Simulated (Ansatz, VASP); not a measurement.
# MgI2 in VASP and in Ansatz

```
CELL_PARAMETERS angstrom
4.29510 0.00000 0.00000
-2.14755 3.71966 0.00000
0.00000 0.00000 7.97492
ATOMIC_POSITIONS crystal
Mg 0.00000 0.00000 0.00000
I 0.33333 0.66667 0.77819
I 0.66667 0.33333 0.22181
```

Alike in both runs: task single point; functional PBE; k mesh 6 × 6 × 4; occupations gaussian, width 0.05 eV; no spin polarisation.

|  | VASP | Ansatz |
| --- | --- | --- |
| version | VASP 6.6.1 | Ansatz 0.2.0 |
| potentials or method | VASP PAW PBE potentials, release 64 (Mg, I) | scalar-relativistic, plane waves, PAW |
| plane-wave cutoff (eV) | 520 | 520 |
| valence electrons in the cell | 16 | 44 |

VASP gave:

| Quantity | Value |
| --- | --- |
| gap on the k mesh at the Fermi level (eV) | 3.33 |
| least direct gap on the mesh (eV) | 3.33 |
| pressure (GPa) | -2.0 |
| largest component of the traceless stress (GPa) | 0.37 |
| rms of the force components (eV/Å) | 0.247 |

**Question.** What did Ansatz give for the same quantities?

**Answer.** gap on the k mesh at the Fermi level (eV): 3.35; least direct gap on the mesh (eV): 3.35; pressure (GPa): -1.9; largest component of the traceless stress (GPa): 0.37; rms of the force components (eV/Å): 0.242.

Atom by atom the forces differ by 0.004 eV/Å (rms over components). With one functional, cell and mesh, what is left measures potentials, basis and numerics. The two sets of potentials don't hold the same shells in valence.

Caveats: spin-orbit coupling is left out, which moves the levels of the heavy elements; this functional lacks dispersion, which binds the layers, so the pressure and a relaxed spacing across them are unreliable. A k mesh can miss the band edges.
